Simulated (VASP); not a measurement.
Set up this calculation in VASP 6.6.1, as the native input.

```yaml
Task: single point
Functional: PBEsol
Potentials_or_basis: VASP PAW PBE potentials, release 64 (Ta_pv, N)
Cutoff: 520 eV
k_mesh: 4 × 4 × 6
Occupations: gaussian, width 0.05 eV
Spin: collinear spin, typed start
Starting_moments: "[0.5, 0.5, 0.5, 0.0, 0.0, 0.0] μB"
Fixed_moment: 1.5 μB
Hubbard_terms: Ta d U = 6.0 eV, J = 0.5 eV
Dipole_correction: no
LDAUTYPE: 1
Hund's_J: 0.5
Further_INCAR_settings: ALGO = Fast; EDIFF = 1e-06; NBANDS = 37
```

The structure of TaN lies in POSCAR:

```
TaN
1.0
    5.1960001500      0.0000000000      0.0000000000
   -2.5980000800      4.4998681300      0.0000000000
    0.0000000000      0.0000000000      2.9109996000
Ta N
3 3
Direct
    0.3333333333      0.6666666667      0.5000000000
    0.6666666667      0.3333333333      0.5000000000
    0.0000000000      0.0000000000      0.0000000000
    0.3928500000      0.0000000000      0.0000000000
    0.6071500000      0.6071500000      0.0000000000
    0.0000000000      0.3928500000      0.0000000000
```

These files were run (other wordings do the same):

INCAR

```
SYSTEM = TaN
PREC = Accurate
ENCUT = 520
EDIFF = 1E-6
ISMEAR = 0
SIGMA = 0.05
LREAL = .FALSE.
LASPH = .TRUE.
NELM = 150
ALGO = Fast
ISIF = 2
LWAVE = .FALSE.
LCHARG = .TRUE.
ISPIN = 2
MAGMOM = 0.5 0.5 0.5 0 0 0
LORBIT = 11
NUPDOWN = 1.5
LMAXMIX = 4
LDAU = .TRUE.
LDAUTYPE = 1
LDAUL = 2 -1
LDAUU = 6 0
LDAUJ = 0.5 0
LDAUPRINT = 1
GGA = PS
LELF = .TRUE.
LVHAR = .TRUE.
NBANDS = 37
```

KPOINTS

```
Automatic mesh
0
G
  4 4 6
  0 0 0
```

Potentials or basis: VASP PAW PBE potentials, release 64 (Ta_pv, N).

Command:

```sh
$ cat potpaw_PBE.64/Ta_pv/POTCAR potpaw_PBE.64/N/POTCAR > POTCAR
$ mpirun -np 1 vasp_std > vasp.out
```

It gave:

The pressure is 18.1 GPa, the largest force is 0.311 eV/Å and the net moment is 1.50 μB per cell. The site moments are Ta +0.31, +0.39; N +0.02 μB. The valence electrons inside the program's atomic spheres are Ta 8.80, 8.84; N 3.82.

Caveat: the PAW data sets were made with another functional, which shifts forces and pressure a little; the total moment is fixed, so each spin has its own Fermi level.

Run time: 43 s on 1 thread of Intel(R) Xeon(R) 6975P-C (Granite Rapids) (shared host), peak memory 0.24 GiB.
